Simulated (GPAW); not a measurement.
# MgSe (Fm-3m) in GPAW: a series of runs

Aim: see how the results for MgSe move with the level of theory and the settings. Levels: PBEsol, PBE, revPBE. Tasks: single point, electrostatic potential.

Everything below comes from runs of GPAW 26.7.0. Logs are shortened: lines on timing, memory, paths and dates and some standing lists are left out, and cuts for length are marked. The log counts tension as positive stress, the text compression.

## (1) The crystal as given

The structure is cubic, space group Fm-3m (No. 225). The conventional cell has a = 5.451 Å, b = 5.451 Å, c = 5.451 Å, α = 90.00°, β = 90.00°, γ = 90.00°. Se (site symmetry m-3m) has 6 Mg at 2.73 Å as nearest neighbours. Mg (site symmetry m-3m) is surrounded by 6 Se at 2.73 Å.

## (2) Single point, PBEsol

run.py

```python
from ase.dft.bandgap import bandgap
from ase.io import read, write
from ase.units import Bohr, GPa
from gpaw import GPAW, PW, setup_paths
from gpaw.elf import elf_from_dft_calculation

setup_paths.insert(0, '.')

atoms = read('MgSe.xyz')

calc = GPAW(mode=PW(800),
            xc='PBEsol',
            kpts={'size': (8, 8, 8), 'gamma': True},
            occupations={'name': 'methfessel-paxton', 'order': 0, 'width': 0.1},
            nbands=16,
            convergence={'density': 1e-05, 'energy': 1e-05},
            maxiter=150,
            txt='gpaw.txt')
atoms.calc = calc
energy = atoms.get_potential_energy()
forces = atoms.get_forces()
stress = atoms.get_stress()
calc.write('gs.gpw')
write('result.traj', atoms)
print(f'Energy: {energy:.6f} eV')
print('Forces (eV/A):')
print(forces.round(4))
print('Stress (GPa):', (stress / GPa).round(3))
print('Fermi level:', round(calc.get_fermi_level(), 4), 'eV')
print(f'Gap: {bandgap(calc)[0]:.4f} eV, direct: {bandgap(calc, direct=True)[0]:.4f} eV')

# fields on the real-space grid
write('density.cube', atoms, data=calc.get_pseudo_density() * Bohr**3)
write('potential.cube', atoms, data=calc.get_electrostatic_potential())
write('elf.cube', atoms, data=elf_from_dft_calculation(calc).data)
```

MgSe.xyz

```xyz
2
Lattice="0.0000000000 2.7255000000 2.7255000000 2.7255000000 0.0000000000 2.7255000000 2.7255000000 2.7255000000 0.0000000000" Properties=species:S:1:pos:R:3 pbc="T T T"
Se     2.7255000000      2.7255000000      2.7255000000
Mg     0.0000000000      0.0000000000      0.0000000000
```

Potentials or basis: PAW data sets generated in the run's folder for this functional, pw.

Run with:

```sh
$ gpaw-setup -f PBEsol Mg Se
$ OMP_NUM_THREADS=1 python run.py
```

gpaw.txt:

```text
__  _  _
 | _ |_)|_||  |
 |__||  | ||/\| - 26.7.0

Input parameters:
  mode=PW(ecut=800.0),
  convergence={'density': 1e-05, 'energy': 1e-05},
  kpts=MonkhorstPack(size=(8, 8, 8), gamma=True),
  maxiter=150,
  nbands=16,
  occupations=Occupations(name='methfessel-paxton', order=0, width=0.1),
  xc=XC(name='PBEsol')

Diagonalizing LCAO Hamiltonian
Converting LCAO to pw mode

                Se

       Mg

Atoms  # Å, Bohr magnetons
|   | symbol |        x |        y |        z |    initial magnetic moments |
|---|--------|----------|----------|----------|-----------------------------|
| 0 |     Se | 2.725500 | 2.725500 | 2.725500 | ( 0.0000,  0.0000,  0.0000) |
| 1 |     Mg | 0.000000 | 0.000000 | 0.000000 | ( 0.0000,  0.0000,  0.0000) |

Unit cell  # Å
| periodic |        x |        y |        z |  lengths |    angles |
|----------|----------|----------|----------|----------|-----------|
|      yes | 0.000000 | 2.725500 | 2.725500 | 3.854439 | 60.000000 |
|      yes | 2.725500 | 0.000000 | 2.725500 | 3.854439 | 60.000000 |
|      yes | 2.725500 | 2.725500 | 0.000000 | 3.854439 | 60.000000 |

Number of symmetries: 48
Symmetry operations  # r_c * U_cc + t_c -> r_c
|    | kind |            matrix            |
|----|------|------------------------------|
|  0 |  σ   |  1, 0, 0,  1, 0,-1,  1,-1, 0 |
|  1 |  C2  |  1, 0, 0,  1,-1, 0,  1, 0,-1 |
|  2 |  E   |  1, 0, 0,  0, 1, 0,  0, 0, 1 |
|  3 |  σ   |  1, 0, 0,  0, 0, 1,  0, 1, 0 |
|  4 |  C4  |  1, 0,-1,  1, 0, 0,  1,-1, 0 |
|  5 |  S6  |  1, 0,-1,  1,-1, 0,  1, 0, 0 |
|  6 |  σ   |  1, 0,-1,  0, 1,-1,  0, 0,-1 |
|  7 |  C3  |  1, 0,-1,  0, 0,-1,  0, 1,-1 |
|  8 |  S6  |  1,-1, 0,  1, 0, 0,  1, 0,-1 |
|  9 |  C4  |  1,-1, 0,  1, 0,-1,  1, 0, 0 |
| 10 |  C3  |  1,-1, 0,  0,-1, 1,  0,-1, 0 |
| 11 |  σ   |  1,-1, 0,  0,-1, 0,  0,-1, 1 |
| 12 |  σ   |  0, 1, 0,  1, 0, 0,  0, 0, 1 |
| 13 |  C4  |  0, 1, 0,  0, 1,-1, -1, 1, 0 |
| 14 |  C3  |  0, 1, 0,  0, 0, 1,  1, 0, 0 |
| 15 |  S6  |  0, 1, 0, -1, 1, 0,  0, 1,-1 |
| 16 |  C2  |  0, 1,-1,  1, 0,-1,  0, 0,-1 |
| 17 |  σ   |  0, 1,-1,  0, 1, 0, -1, 1, 0 |
| 18 |  S4  |  0, 1,-1,  0, 0,-1,  1, 0,-1 |
| 19 |  C4  |  0, 1,-1, -1, 1, 0,  0, 1, 0 |
| 20 |  C3  |  0, 0, 1,  1, 0, 0,  0, 1, 0 |
| 21 |  σ   |  0, 0, 1,  0, 1, 0,  1, 0, 0 |
| 22 |  S6  |  0, 0, 1,  0,-1, 1, -1, 0, 1 |
| 23 |  C4  |  0, 0, 1, -1, 0, 1,  0,-1, 1 |
| 24 |  S4  |  0, 0,-1,  1, 0,-1,  0, 1,-1 |
| 25 |  C3  |  0, 0,-1,  0, 1,-1,  1, 0,-1 |
| 26 |  C2  |  0, 0,-1,  0,-1, 0, -1, 0, 0 |
| 27 |  S6  |  0, 0,-1, -1, 0, 0,  0,-1, 0 |
| 28 |  S4  |  0,-1, 1,  1,-1, 0,  0,-1, 0 |
| 29 |  C4  |  0,-1, 1,  0, 0, 1, -1, 0, 1 |
| 30 |  C2  |  0,-1, 1,  0,-1, 0,  1,-1, 0 |
| 31 |  σ   |  0,-1, 1, -1, 0, 1,  0, 0, 1 |
| 32 |  C3  |  0,-1, 0,  1,-1, 0,  0,-1, 1 |
| 33 |  S6  |  0,-1, 0,  0, 0,-1, -1, 0, 0 |
| 34 |  S4  |  0,-1, 0,  0,-1, 1,  1,-1, 0 |
| 35 |  C2  |  0,-1, 0, -1, 0, 0,  0, 0,-1 |
| 36 |  C2  | -1, 1, 0,  0, 1, 0,  0, 1,-1 |
| 37 |  S6  | -1, 1, 0,  0, 1,-1,  0, 1, 0 |
| 38 |  S4  | -1, 1, 0, -1, 0, 1, -1, 0, 0 |
| 39 |  C3  | -1, 1, 0, -1, 0, 0, -1, 0, 1 |
| 40 |  S6  | -1, 0, 1,  0, 0, 1,  0,-1, 1 |
| 41 |  C2  | -1, 0, 1,  0,-1, 1,  0, 0, 1 |
| 42 |  C3  | -1, 0, 1, -1, 1, 0, -1, 0, 0 |
| 43 |  S4  | -1, 0, 1, -1, 0, 0, -1, 1, 0 |
| 44 |  C2  | -1, 0, 0,  0, 0,-1,  0,-1, 0 |
| 45 |  i   | -1, 0, 0,  0,-1, 0,  0, 0,-1 |
| 46 |  σ   | -1, 0, 0, -1, 1, 0, -1, 0, 1 |
| 47 |  C2  | -1, 0, 0, -1, 0, 1, -1, 1, 0 |

BZ-sampling:
  Number of BZ points: 512
  Number of IBZ points: 29

  Monkhorst-Pack size: [8, 8, 8]
  Monkhorst-Pack shift: [0.0625, 0.0625, 0.0625]

K-points  # in reciprocal-cell coordinates
|     |                                coordinates |     weight |
|-----|--------------------------------------------|------------|
|   0 | (  0.00000000,   0.00000000,   0.00000000) | 0.00195312 |
|   1 | (  0.12500000,   0.12500000,   0.00000000) | 0.01171875 |
|   2 | (  0.12500000,   0.12500000,   0.12500000) | 0.01562500 |
|   3 | (  0.25000000,   0.12500000,   0.12500000) | 0.02343750 |
|   4 | (  0.25000000,   0.25000000,   0.00000000) | 0.01171875 |
|   5 | (  0.25000000,   0.25000000,   0.12500000) | 0.04687500 |
|   6 | (  0.25000000,   0.25000000,   0.25000000) | 0.01562500 |
|   7 | (  0.37500000,   0.25000000,  -0.37500000) | 0.04687500 |
|   8 | (  0.37500000,   0.25000000,   0.12500000) | 0.04687500 |
|   9 | (  0.37500000,   0.25000000,   0.25000000) | 0.04687500 |
| ... |                                            |            |
|  28 | (  0.50000000,   0.50000000,   0.50000000) | 0.00781250 |

Plane wave coefficients: 2120
Cutoff: 800.0 eV

Spin-components: 1 (collinear spins)
Bands:           16
Projectors:      10
Spin-degeneracy: 2
Datatype:        complex128

Parallelization:
  kpt:    1
  domain: 1
  band:   1

Density:
  Valence electrons: 16.0
  Components: 1
  Grid points: [27 27 27]
  Charge: 0.0  # |e|

Potential:
  Grid points: [27 27 27]

species:
  Se:
    name:    Selenium
    Z:       34.0
    valence: 6
    core:    28
    charge:  0.0  # [|e|]
    compensation charges:
      type: gauss
      rc: 0.27  # [Å]
      lmax: 2
    cutoffs:
      filter: 1.77  # [Å]
      core: 2.67  # [Å]
    projectors
    | kind |    occ | energy [eV] | rcut [Å] |
    |------|--------|-------------|----------|
    |   4s |  2.000 |     -17.281 |    0.847 |
    |   4p |  4.000 |      -6.511 |    1.005 |
    |    s |        |       9.930 |    0.847 |
    |    p |        |      20.700 |    1.005 |
    |    d |        |       0.000 |    0.847 |

    Using partial waves for Se as LCAO basis

  Mg:
    name:    Magnesium
    Z:       12.0
    valence: 10
    core:    2
    charge:  0.0  # [|e|]
    compensation charges:
      type: gauss
      rc: 0.33  # [Å]
      lmax: 2
    cutoffs:
      filter: 1.86  # [Å]
      core: 0.54  # [Å]
    projectors
    | kind |    occ | energy [eV] | rcut [Å] |
    |------|--------|-------------|----------|
    |   2s |  2.000 |     -79.588 |    1.090 |
    |   3s |  2.000 |      -4.679 |    1.090 |
    |   2p |  6.000 |     -46.550 |    1.085 |
    |   3p |  0.000 |      -1.306 |    1.085 |
    |    d |        |       0.000 |    1.037 |

    Using partial waves for Mg as LCAO basis

Reference energy: -71496.016937  # eV

eigensolver:
  PPCG
  Converge bands: occupied
  niter=2

density mixing:
  MSR1-Mixer
  Pratt-step length: 0.05
  Maximum mixing coefficient: 0.75
  Old densities: 10
  SVD Regularization: 0.005
  Good broyden scale: 1.0
  Trust region scale: 1.0
  Backstep threshold: 4.0
  History deletion threshold: 6.0
  Fourier metric: weight=20.0, sigma=0.015

occupation numbers:
  Methfessel-Paxton:
    width: 0.1000  # eV
    order: 0

poisson solver:
  ecut: 6400.0  # eV

xc functional:
  name: PBEsol with 2 nearest neighbor stencil

convergence criteria:
- Maximum integral of absolute [dens]ity change: 1e-05 electrons / valence electron
- Maximum [total energy] change in last 3 cyles: 1e-05 eV / valence electron
- Maximum integral of absolute [eigenst]ate change: 4e-08 eV^2 / valence electron
maximum number of iterations: 150

SCF iterations
|iter     | |      energy | eigst |  dens |
|---------|-|-------------|-------|-------|
|iter:   1| |   -8.423104 | -0.07 |       |
|iter:   2| |   -8.382357 | -2.36 | -1.20 |
|iter:   3| |   -8.203553 | -1.96 | -1.24 |
|iter:   4| |   -8.204604 | -3.50 | -1.85 |
|iter:   5| |   -8.205002 | -4.30 | -2.30 |
|iter:   6| |   -8.205008 | -6.02 | -3.46 |
|iter:   7| |   -8.205008c| -7.13 | -3.96 |
|iter:   8| |   -8.205008c| -8.53c| -4.85 |
|iter:   9| |   -8.205008c| -9.00c| -5.62c|

Converged in 9 steps
Energy contributions relative to reference atoms: (reference = -71496.016937)

Energy contributions:
  Kinetic:           9.504081
  Coulomb:          -7.942598
  Zero:             -0.058624
  External:          0.000000
  Xc:               -9.707867
  Entropy:          -0.000000
  Spinorbit:         0.000000
  ----------------------------
  Free energy:      -8.205008
  Extrapolated:     -8.205008

dipole moment: (-7.827399, -7.827399, -7.827399)  # |e|*Ang

Fermi level: 5.759
Eigenvalues  # (at kpt = [0.000, 0.000, 0.000])
| band index |      eig [eV] | occ [0-2] |
|------------|---------------|-----------|
|          0 |       -70.227 |     2.000 |
|          1 |       -37.198 |     2.000 |
|          2 |       -37.198 |     2.000 |
|          3 |       -37.198 |     2.000 |
|          4 |        -8.091 |     2.000 |
|          5 |         4.870 |     2.000 |
[... 8 lines left out ...]
|         14 |        15.686 |     0.000 |
|         15 |        16.093 |     0.000 |

Gap: 1.778 eV
Transition (v -> c):
  (s=0, k=0, n=7, [0.00, 0.00, 0.00]) -> (s=0, k=24, n=8, [0.50, 0.50, 0.00])
Direct/indirect transitions are different
Direct gap: 2.515 eV
Transition at: (s=0, k=0, n=7, [0.00, 0.00, 0.00])

Forces  # eV/Ang
|        x |       y |        z |
|----------|---------|----------|
| -0.00000 | 0.00000 |  0.00000 |  # Se   0
|  0.00000 | 0.00000 | -0.00000 |  # Mg   1

Stress tensor  # eV/Ang^3
|         x |         y |         z |
|-----------|-----------|-----------|
| -0.000007 | -0.000000 |  0.000000 |
| -0.000000 | -0.000007 |  0.000000 |
|  0.000000 |  0.000000 | -0.000007 |

# Writing to gs.gpw (mode='')
```

It took 23 s on 1 thread of Arm Neoverse V1, shared host; peak memory 0.17 GiB.

Results:

```yaml
Free_energy: -8.2050 eV
Pressure: 0.0 GPa
Band_gap_on_the_k_mesh: 1.78 eV, indirect (least direct gap 2.52 eV)
```

Levels at points of the mesh, in eV from the valence-band top:
```
           k point  band 6  band 7  band 8  band 9  band 10  band 11
(0.00, 0.00, 0.00)    0.00    0.00    0.00    2.52     7.35     7.35
(0.50, 0.50, 0.00)   -4.31   -1.80   -1.80    1.78     3.85    11.64
(0.50, 0.50, 0.50)   -4.99   -0.59   -0.59    3.71     6.06     6.06
```

## (3) Single point, PBE

run.py: that of step 2 with these lines changed.

```diff
@@ -3,11 +3,9 @@
 from ase.units import Bohr, GPa
-from gpaw import GPAW, PW, setup_paths
+from gpaw import GPAW, PW
 from gpaw.elf import elf_from_dft_calculation
 
-setup_paths.insert(0, '.')
-
-atoms = read('MgSe.xyz')
+atoms = read('POSCAR')
 
 calc = GPAW(mode=PW(800),
-            xc='PBEsol',
+            xc='PBE',
             kpts={'size': (8, 8, 8), 'gamma': True},
```

POSCAR

```
MgSe
1.0
    0.0000000000      2.7255000000      2.7255000000
    2.7255000000      0.0000000000      2.7255000000
    2.7255000000      2.7255000000      0.0000000000
Se Mg
1 1
Direct
    0.5000000000      0.5000000000      0.5000000000
    0.0000000000      0.0000000000      0.0000000000
```

Potentials or basis: GPAW PAW data sets (gpaw-data 1.2.1), pw.

Run with:

```sh
$ OMP_NUM_THREADS=1 python run.py
```

Wall time 21 s (1 thread of Arm Neoverse V1, shared host); peak memory 0.17 GiB.

Results (log left out):

| Quantity | Value |
| --- | --- |
| Free energy | -7.5874 eV |
| Pressure | 2.0 GPa |
| Band gap on the k mesh | 1.82 eV, indirect (least direct gap 2.62 eV) |

Levels at points of the mesh, in eV from the valence-band top:
| k point | band 5 | band 6 | band 7 | band 8 | band 9 | band 10 | band 11 | band 12 |
| --- | --- | --- | --- | --- | --- | --- | --- | --- |
| (0.00, 0.00, 0.00) | -12.93 | 0.00 | 0.00 | 0.00 | 2.62 | 7.43 | 7.43 | 7.43 |
| (0.50, 0.50, 0.00) | -11.49 | -4.26 | -1.78 | -1.78 | 1.82 | 3.97 | 11.76 | 12.22 |
| (0.50, 0.50, 0.50) | -11.81 | -4.94 | -0.58 | -0.58 | 3.84 | 6.11 | 6.11 | 8.69 |

## (4) Single point, PBEsol

run.py

```python
from ase import Atoms
from ase.dft.bandgap import bandgap
from ase.io import write
from ase.units import GPa
from gpaw import GPAW, PW, setup_paths

setup_paths.insert(0, '.')

atoms = Atoms(['Se', 'Mg'],
              cell=[[0.0, 2.7255, 2.7255],
                    [2.7255, 0.0, 2.7255],
                    [2.7255, 2.7255, 0.0]],
              scaled_positions=[[0.5, 0.5, 0.5],
                                [0.0, 0.0, 0.0]],
              pbc=True)

calc = GPAW(mode=PW(800),
            xc='PBEsol',
            kpts={'size': (8, 8, 8), 'gamma': True},
            occupations={'name': 'methfessel-paxton', 'order': 0, 'width': 0.02},
            nbands=16,
            convergence={'density': 1e-05, 'energy': 1e-05},
            maxiter=150,
            txt='gpaw.txt')
atoms.calc = calc
energy = atoms.get_potential_energy()
forces = atoms.get_forces()
stress = atoms.get_stress()
calc.write('gs.gpw')
write('result.traj', atoms)
print(f'Energy: {energy:.6f} eV')
print('Forces (eV/A):')
print(forces.round(4))
print('Stress (GPa):', (stress / GPa).round(3))
print('Fermi level:', round(calc.get_fermi_level(), 4), 'eV')
print(f'Gap: {bandgap(calc)[0]:.4f} eV, direct: {bandgap(calc, direct=True)[0]:.4f} eV')
```

Potentials or basis: PAW data sets generated in the run's folder for this functional, pw.

Run with:

```sh
$ gpaw-setup -f PBEsol Mg Se
$ OMP_NUM_THREADS=1 python run.py
```

Run time: 22 s. Hardware: 1 thread of Arm Neoverse V1, shared host; peak memory 0.17 GiB.

The run converged. Its results:

| Quantity | Value |
| --- | --- |
| Free energy | -8.2050 eV |
| Pressure | 0.0 GPa |
| Band gap on the k mesh | 1.78 eV, indirect (least direct gap 2.52 eV) |

Levels at points of the mesh, in eV from the valence-band top:
```csv
k point,band 6,band 7,band 8,band 9,band 10,band 11
"(0.00, 0.00, 0.00)",0.00,0.00,0.00,2.52,7.35,7.35
"(0.50, 0.50, 0.00)",-4.31,-1.80,-1.80,1.78,3.85,11.64
"(0.50, 0.50, 0.50)",-4.99,-0.59,-0.59,3.71,6.06,6.06
```

## (5) Electrostatic potential, revPBE (volume scaled by 1.25)

run.py

```python
from ase.dft.bandgap import bandgap
from ase.io import read, write
from ase.units import Bohr, GPa
from gpaw import GPAW, PW
from gpaw.elf import elf_from_dft_calculation

atoms = read('POSCAR')

calc = GPAW(mode=PW(800),
            xc='revPBE',
            kpts={'size': (5, 5, 5), 'gamma': True},
            occupations={'name': 'fermi-dirac', 'width': 0.02},
            nbands=52,
            convergence={'density': 1e-05, 'energy': 1e-05},
            maxiter=150,
            txt='gpaw.txt')
atoms.calc = calc
energy = atoms.get_potential_energy()
forces = atoms.get_forces()
stress = atoms.get_stress()
calc.write('gs.gpw')
write('result.traj', atoms)
print(f'Energy: {energy:.6f} eV')
print('Forces (eV/A):')
print(forces.round(4))
print('Stress (GPa):', (stress / GPa).round(3))
print('Fermi level:', round(calc.get_fermi_level(), 4), 'eV')
print(f'Gap: {bandgap(calc)[0]:.4f} eV, direct: {bandgap(calc, direct=True)[0]:.4f} eV')

# fields on the real-space grid
write('density.cube', atoms, data=calc.get_pseudo_density() * Bohr**3)
write('potential.cube', atoms, data=calc.get_electrostatic_potential())
write('elf.cube', atoms, data=elf_from_dft_calculation(calc).data)
```

POSCAR

```
MgSe
1.0
    5.8719117500      0.0000000000      0.0000000000
    0.0000000000      5.8719117500      0.0000000000
    0.0000000000      0.0000000000      5.8719117500
Se Mg
4 4
Direct
    0.5000000000      0.0000000000      0.0000000000
    0.0000000000      0.5000000000      0.0000000000
    0.0000000000      0.0000000000      0.5000000000
    0.5000000000      0.5000000000      0.5000000000
    0.0000000000      0.0000000000      0.0000000000
    0.0000000000      0.5000000000      0.5000000000
    0.5000000000      0.0000000000      0.5000000000
    0.5000000000      0.5000000000      0.0000000000
```

Potentials or basis: the program's PAW data sets (release 1.2.1) made for this functional, pw.

Run with:

```sh
$ OMP_NUM_THREADS=1 python run.py
```

Run time: 1.8 min. Hardware: 1 thread of Arm Neoverse V1, shared host; peak memory 0.37 GiB.

It converged, with:

- Free energy: -27.6733 eV
- Pressure: -6.9 GPa
- Band gap on the k mesh: 1.47 eV

Levels at points of the mesh, in eV from the valence-band top:
| k point | band 28 | band 29 | band 30 | band 31 | band 32 | band 33 | band 34 | band 35 | band 36 | band 37 |
| --- | --- | --- | --- | --- | --- | --- | --- | --- | --- | --- |
| (0.00, 0.00, 0.00) | -1.30 | -1.30 | 0.00 | 0.00 | 0.00 | 1.47 | 1.55 | 1.55 | 1.55 | 4.53 |

Caveat: an odd mesh through Γ misses points on the zone boundary, where band edges often lie.

## (6) Overview

| task | level | potentials or basis | cell | k mesh | smearing | gap on the mesh (eV) | pressure (GPa) |
| --- | --- | --- | --- | --- | --- | --- | --- |
| single point | PBEsol | PAW data sets generated in the run's folder for this functional, pw | as given | 8 × 8 × 8 | gaussian 0.1 eV | 1.78 | 0.0 |
| single point | PBE | GPAW PAW data sets (gpaw-data 1.2.1), pw | as given | 8 × 8 × 8 | gaussian 0.1 eV | 1.82 | 2.0 |
| single point | PBEsol | PAW data sets generated in the run's folder for this functional, pw | as given | 8 × 8 × 8 | gaussian 0.02 eV | 1.78 | 0.0 |
| electrostatic potential | revPBE | the program's PAW data sets (release 1.2.1) made for this functional, pw | volume scaled by 1.25 | 5 × 5 × 5 | fermi-dirac 0.02 eV | 1.47 | -6.9 |

Alike in all rows: no spin polarisation; cutoff (eV) 800.

Caveats: an odd mesh through Γ misses points on the zone boundary, where band edges often lie (some runs).

Total energies depend on the potentials used, so only differences within one code and one set of settings carry meaning.
